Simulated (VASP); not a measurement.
A run of VASP 6.6.1 is set up as follows.

Contents of INCAR:

```
SYSTEM = BaS
ALGO     = Normal         ! electronic algorithm
EDIFF    = 1E-6           ! SCF threshold, eV
ENCUT    = 520            ! plane-wave cutoff, eV
GGA      = PE             ! functional
ISIF     = 2              ! what is computed and relaxed
ISMEAR   = -1             ! smearing method
LASPH    = .True.         ! aspherical terms in the spheres
LCHARG   = .False.        ! write CHGCAR
LREAL    = .False.        ! projectors in reciprocal space
LWAVE    = .False.        ! write WAVECAR
NBANDS   = 15             ! bands
NELM     = 100            ! most SCF steps
PREC     = Accurate       ! precision mode
SIGMA    = 0.02           ! smearing width, eV
```

KPOINTS

```
k-points
0
Gamma
  8 8 8
  0 0 0
```

Contents of POSCAR:

```
BaS
1.0
    0.0000000000      3.2144640511      3.2144640511
    3.2144640511      0.0000000000      3.2144640511
    3.2144640511      3.2144640511      0.0000000000
Ba S
1 1
Direct
    0.0000000000      0.0000000000      0.0000000000
    0.5000000000      0.5000000000      0.5000000000
```

Potentials or basis: VASP PAW PBE potentials, release 64 (Ba_sv, S).

Command:

```console
$ cat potpaw_PBE.64/Ba_sv/POTCAR potpaw_PBE.64/S/POTCAR > POTCAR
$ mpirun -np 1 vasp_std > vasp.out
```

What does it give for the band gap on the k mesh?

2.14 eV, indirect (least direct gap 2.29 eV).

Estimate the pressure.

0.5 GPa.

Caveat: spin-orbit coupling is left out, which moves the levels of the heavy elements.

**What was measured.**

A printed reference work, monograph, original work of 1988 reports, for a bulk crystal of BaS at 2 K: band gap 3.806 eV (indirect).

Measured gap of BaS: 3.806 eV (indirect; 2 K; a printed reference work, monograph, original work of 1988). This calculation gives 2.14 eV (-1.67 eV). Spin-orbit coupling on Ba is left out. The value is that of PBE on a finite k mesh, which can miss the band edges, without temperature or zero-point motion. Semilocal functionals fall short of measured gaps as a rule.
